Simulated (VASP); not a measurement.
# LaB6 (Pm-3m) in VASP: settings compared, part 2 of 2

VASP 6.6.1. Earlier steps stand in the parts before.

## 4. Relaxation of cell and atoms, PBE

INCAR

```
SYSTEM = LaB6
PREC     = Accurate       ! precision mode
ENCUT    = 600            ! plane-wave cutoff, eV
EDIFF    = 1E-6           ! SCF threshold, eV
ISMEAR   = 1              ! smearing method
SIGMA    = 0.1            ! smearing width, eV
LREAL    = .FALSE.        ! projectors in reciprocal space
LASPH    = .TRUE.         ! aspherical terms in the spheres
NELM     = 80             ! most SCF steps
ALGO     = Normal         ! electronic algorithm
ISIF     = 3              ! what is computed and relaxed
LWAVE    = .FALSE.        ! write WAVECAR
LCHARG   = .FALSE.        ! write CHGCAR
GGA      = PE             ! functional
IBRION   = 2              ! ionic algorithm
NSW      = 90             ! ionic steps
EDIFFG   = -0.01          ! ionic threshold
KPAR     = 2
```

KPOINTS

```
Automatic mesh
0
G
  10 10 10
  0 0 0
```

POSCAR

```
LaB6
1.0
    4.1570000000      0.0000000000      0.0000000000
    0.0000000000      4.1570000000      0.0000000000
    0.0000000000      0.0000000000      4.1570000000
La B
1 6
Direct
    0.0000000000      0.0000000000      0.0000000000
    0.1975000000      0.5000000000      0.5000000000
    0.5000000000      0.1975000000      0.5000000000
    0.8025000000      0.5000000000      0.5000000000
    0.5000000000      0.8025000000      0.5000000000
    0.5000000000      0.5000000000      0.1975000000
    0.5000000000      0.5000000000      0.8025000000
```

Potentials or basis: VASP PAW PBE potentials, release 64 (La, B).

On the command line:

```bash
> cat potpaw_PBE.64/La/POTCAR potpaw_PBE.64/B/POTCAR > POTCAR
> mpirun -np 2 vasp_std > vasp.out
```

OUTCAR:

```text
SYSTEM = LaB6
   PREC = Accurate
   ENCUT = 600
   EDIFF = 1E-6
   ISMEAR = 1
   LREAL = .FALSE.
   LASPH = .TRUE.
   NELM = 80
   ISIF = 3
   GGA = PE
   IBRION = 2
   NSW = 90
   EDIFFG = -0.01

 ion  position               nearest neighbor table
   1  0.000  0.000  0.000-
   2  0.197  0.500  0.500-   4 1.64   3 1.78   5 1.78   6 1.78   7 1.78
   3  0.500  0.197  0.500-   5 1.64   4 1.78   2 1.78   6 1.78   7 1.78
   4  0.803  0.500  0.500-   2 1.64   3 1.78   5 1.78   6 1.78   7 1.78
   5  0.500  0.803  0.500-   3 1.64   2 1.78   4 1.78   6 1.78   7 1.78
   6  0.500  0.500  0.197-   7 1.64   3 1.78   4 1.78   5 1.78   2 1.78
   7  0.500  0.500  0.803-   6 1.64   3 1.78   4 1.78   5 1.78   2 1.78

  LATTYP: Found a simple cubic cell.
 ALAT       =     4.1570000000

  Lattice vectors:

 A1 = (   4.1570000000,   0.0000000000,   0.0000000000)
 A2 = (   0.0000000000,   4.1570000000,   0.0000000000)
 A3 = (   0.0000000000,   0.0000000000,   4.1570000000)

Analysis of symmetry for initial positions (statically):
=====================================================================
 Subroutine PRICEL returns:
 Original cell was already a primitive cell.

 Routine SETGRP: Setting up the symmetry group for a
 simple cubic supercell.

 Subroutine GETGRP returns: Found 48 space group operations
 (whereof 48 operations were pure point group operations)
 out of a pool of 48 trial point group operations.

The static configuration has the point symmetry O_h .

Analysis of symmetry for dynamics (positions and initial velocities):
=====================================================================
 Subroutine PRICEL returns:
 Original cell was already a primitive cell.

 Routine SETGRP: Setting up the symmetry group for a
 simple cubic supercell.

 Subroutine GETGRP returns: Found 48 space group operations
 (whereof 48 operations were pure point group operations)
 out of a pool of 48 trial point group operations.

The dynamic configuration has the point symmetry O_h .

 Subroutine INISYM returns: Found 48 space group operations
 (whereof 48 operations are pure point group operations),
 and found     1 'primitive' translations

----------------------------------------------------------------------------------------

                                     Primitive cell

  volume of cell :      71.8357

  direct lattice vectors                    reciprocal lattice vectors
     4.157000000  0.000000000  0.000000000     0.240558095  0.000000000  0.000000000
     0.000000000  4.157000000  0.000000000     0.000000000  0.240558095  0.000000000
     0.000000000  0.000000000  4.157000000     0.000000000  0.000000000  0.240558095

  length of vectors
     4.157000000  4.157000000  4.157000000     0.240558095  0.240558095  0.240558095

  position of ions in fractional coordinates (direct lattice)
     0.000000000  0.000000000  0.000000000
     0.197500000  0.500000000  0.500000000
     0.500000000  0.197500000  0.500000000
     0.802500000  0.500000000  0.500000000
     0.500000000  0.802500000  0.500000000
     0.500000000  0.500000000  0.197500000
     0.500000000  0.500000000  0.802500000

  ion indices of the primitive-cell ions
   primitive index   ion index
                 1           1
[... 39 lines left out ...]
  0.400000  0.000000  0.000000      6.000000
  0.500000  0.000000  0.000000      3.000000
[... 16 lines left out ...]
  0.200000  0.100000  0.100000     24.000000
  0.300000  0.100000  0.100000     24.000000
 [... further k-points ...]
   k-points           NKPTS =     56   k-points in BZ     NKDIM =     56   number of bands    NBANDS=     18
   number of dos      NEDOS =    301   number of ions     NIONS =      7
   total plane-waves  NPLWV =  46656
   dimension x,y,z NGX =    36 NGY =   36 NGZ =   36
   dimension x,y,z NGXF=    72 NGYF=   72 NGZF=   72
   ions per type =               1   6
   NGX,Y,Z   is equivalent  to a cutoff of  14.40, 14.40, 14.40 a.u.
   NGXF,Y,Z  is equivalent  to a cutoff of  28.79, 28.79, 28.79 a.u.
 SYSTEM =  LaB6
   PREC   = accura    normal or accurate (medium, high low for compatibility)
   ISTART =      0    job   : 0-new  1-cont  2-samecut
   ICHARG =      2    charge: 1-file 2-atom 10-const
   ISPIN  =      1    spin polarized calculation?
   LNONCOLLINEAR =      F non collinear calculations
   LSORBIT =      F    spin-orbit coupling
   LASPH  =      T    aspherical Exc in radial PAW
   ENCUT  =  600.0 eV  44.10 Ry    6.64 a.u.   8.30  8.30  8.30*2*pi/ulx,y,z
   NELM   =     80;   NELMIN=  2; NELMDL= -5     # of ELM steps
   EDIFF  = 0.1E-05   stopping-criterion for ELM
   LREAL  =      F    real-space projection
   EDIFFG = -.1E-01   stopping-criterion for IOM
   NSW    =     90    number of steps for IOM
   IBRION =      2    ionic relax: 0-MD 1-quasi-New 2-CG
   NFREE  =      1    steps in history (QN), initial steepest desc. (CG)
   ISIF   =      3    stress and relaxation
   ISYM   =      2    0-nonsym 1-usesym 2-fastsym
   POTIM  = 0.5000    time-step for ionic-motion
   TEBEG  =    0.0;   TEEND  =   0.0 temperature during run
   PSTRESS=    0.0 pullay stress
   NELECT =      29.0000    total number of electrons
   NUPDOWN=      -1.0000    fix difference up-down
   EMIN   =  10.00;   EMAX   =-10.00  energy-range for DOS
   EFERMI =   0.00;   METHOD = LEGACY
   ISMEAR =     1;   SIGMA  =   0.10  broadening in eV -4-tet -1-fermi 0-gaus
   EFERMI_NEDOS =   21; number of points for ismear=-14 and -15
   IALGO  =     38    algorithm
   IMIX   =      4    mixing-type and parameters
     AMIX     =   0.40;   BMIX     =  1.00
     AMIX_MAG =   1.60;   BMIX_MAG =  1.00
  volume/ion in A,a.u.               =      10.26        69.25
  Fermi-wavevector in a.u.,A,eV,Ry     =   1.209932  2.286439 19.918037  1.463934
  Thomas-Fermi vector in A             =   2.345494
   LORBIT       =      0    0 simple, 1 ext, 2 COOP (PROOUT), +10 PAW based schemes
   GGA     = PE    functional components
   LHFCALC =     F    Hartree Fock is set to
   AEXX    =    0.0000 exact exchange contribution
   IVDW    =     0    specifies the selected vdW correction
   LEPSILON=     F    determine dielectric tensor
   LRPA    =     F    only Hartree local field effects (RPA)
 conjugate gradient relaxation of ions
 non-spin polarized calculation
 Methfessel and Paxton  Order N= 1 SIGMA  =   0.10
  energy-cutoff  :      600.00
  volume of cell :       71.84
 maximum number of plane-waves:      2440
 NGX is ok and might be reduce to    36
   NGX = 17   NGY = 17   NGZ = 17

--------------------------------------- Ionic step        1  -------------------------------------------

 number of electron      29.0000000 magnetization

 Free energy of the ion-electron system (eV)
  ---------------------------------------------------
  ext. energy  EPLUGINS =         0.00000000
  ---------------------------------------------------
  free energy    TOTEN  =       -49.03311200 eV

  energy without entropy =      -49.03308317  energy(sigma->0) =      -49.03310239

------------------------ aborting loop because EDIFF is reached ----------------------------------------

  FORCE on cell =-STRESS in cart. coord.  units (eV):
  Direction    XX          YY          ZZ          XY          YZ          ZX
  --------------------------------------------------------------------------------------
  -------------------------------------------------------------------------------------
  Total       -0.3343369     -0.3343369     -0.3343369      0.0000000     -0.0000000      0.0000000
  in kB       -7.4568397     -7.4568397     -7.4568397      0.0000000     -0.0000000      0.0000000
  external PRESSURE =      -7.4568397 kB  Pullay stress =       0.0000000 kB
[... 69 lines left out ...]
--------------------------------------- Ionic step        3  -------------------------------------------

 number of electron      29.0000000 magnetization

 Free energy of the ion-electron system (eV)
  ---------------------------------------------------
  ext. energy  EPLUGINS =         0.00000000
  ---------------------------------------------------
  free energy    TOTEN  =       -49.04998985 eV

  energy without entropy =      -49.04986265  energy(sigma->0) =      -49.04994745

 E-fermi :   8.5788     XC(G=0): -11.2620

 val. band max:        8.4794624231   @ k =   0.5000   0.3000   0.1000
 cond. band min:       8.6054208050   @ k =   0.4000   0.3000   0.1000
 fundamental gap:      0.1259583818
 Fermi energy:         8.5787607115

 k-point     1 :       0.0000    0.0000    0.0000
  band No.  band energies     occupation
      1     -24.4909      2.00000
      2      -8.2171      2.00000
      3      -8.2171      2.00000
      4      -8.2171      2.00000
      5      -6.9529      2.00000
      6       0.6707      2.00000
[... 481 lines left out ...]
      5      -6.2824      2.00000
      6      -1.2966      2.00000
[... 10 lines left out ...]
     17       9.9430     -0.00000
     18      10.3991     -0.00000

 [... further k-points ...]
[... 5 lines left out ...]
  --------------------------------------------------------------------------------------
  -------------------------------------------------------------------------------------
  Total        0.0103386      0.0103386      0.0103386     -0.0000000      0.0000000     -0.0000000
  in kB        0.2311067      0.2311067      0.2311067     -0.0000000      0.0000000     -0.0000000
  external PRESSURE =       0.2311067 kB  Pullay stress =       0.0000000 kB
[... 22 lines left out ...]
  FREE ENERGIE OF THE ION-ELECTRON SYSTEM (eV)
  ---------------------------------------------------
  free  energy   TOTEN  =       -49.0499898545 eV

  energy  without entropy=      -49.0498626472  energy(sigma->0) =      -49.04994745

 reached required accuracy - stopping structural energy minimisation
```

It took 1.8 min on 2 MPI ranks of Intel Xeon Platinum 8259CL at 2.50GHz (Skylake/Cascade Lake), shared host; peak memory 0.28 GiB.

Results:

```
Free energy                            : -49.0500 eV
Relaxed volume                         : 10.24 Å³/atom
Relaxed cell                           : a = 4.154 Å, b = 4.154 Å, c = 4.154 Å, α = 90.00°, β = 90.00°, γ = 90.00°
Space group after relaxing (to 0.05 Å) : Pm-3m (No. 221)
Energy gained by relaxing              : 2.4 meV/atom
Ionic steps                            : 3
Pressure after relaxing                : 0.0 GPa
Band gap on the k mesh                 : none (metal or under the smearing width)
```

Step by step:
| step | energy change (eV) | largest force (eV/Å) | pressure (GPa) | volume (Å³) |
| --- | --- | --- | --- | --- |
| 1 | 0.0000 | 0.5922 | -0.75 | 71.84 |
| 2 | 0.0561 | 1.2297 | 2.14 | 71.34 |
| 3 | -0.0169 | 0.0013 | 0.02 | 71.67 |

Final structure:
```
CELL_PARAMETERS angstrom
4.15388 0.00000 0.00000
0.00000 4.15388 0.00000
0.00000 0.00000 4.15388
ATOMIC_POSITIONS crystal
La 0.00000 0.00000 0.00000
B 0.19973 0.50000 0.50000
B 0.50000 0.19973 0.50000
B 0.80027 0.50000 0.50000
B 0.50000 0.80027 0.50000
B 0.50000 0.50000 0.19973
B 0.50000 0.50000 0.80027
```

The run has no spin-orbit coupling, so splittings on La are missing.
